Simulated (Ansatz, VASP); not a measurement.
**LiCl in VASP and in Ansatz**

```
Li Cl
1.0
     0.00000    2.53217    2.53217
     2.53217    0.00000    2.53217
     2.53217    2.53217    0.00000
Li Cl
1 1
Direct
  0.00000 0.00000 0.00000
  0.50000 0.50000 0.50000
```

Alike in both runs: functional PBEsol; k mesh 8 × 8 × 8; occupations gaussian, width 0.02 eV; no spin polarisation.

Ansatz relaxed the structure, and its values are those at the end. VASP's run is a single point on that final structure, the one shown.

|  | VASP | Ansatz |
| --- | --- | --- |
| version | VASP 6.6.1 | Ansatz 0.2.0 |
| potentials or method | VASP PAW PBE potentials, release 64 (Li_sv, Cl) | scalar-relativistic, plane waves, PAW |
| plane-wave cutoff (eV) | 520 | 420 |
| valence electrons in the cell | 10 | 10 |

```tsv
	VASP	Ansatz	Ansatz less VASP
gap on the k mesh at the Fermi level (eV)	6.36	6.35	-0.010
least direct gap on the mesh (eV)	6.36	6.35	-0.010
```

 A k mesh can miss the band edges.
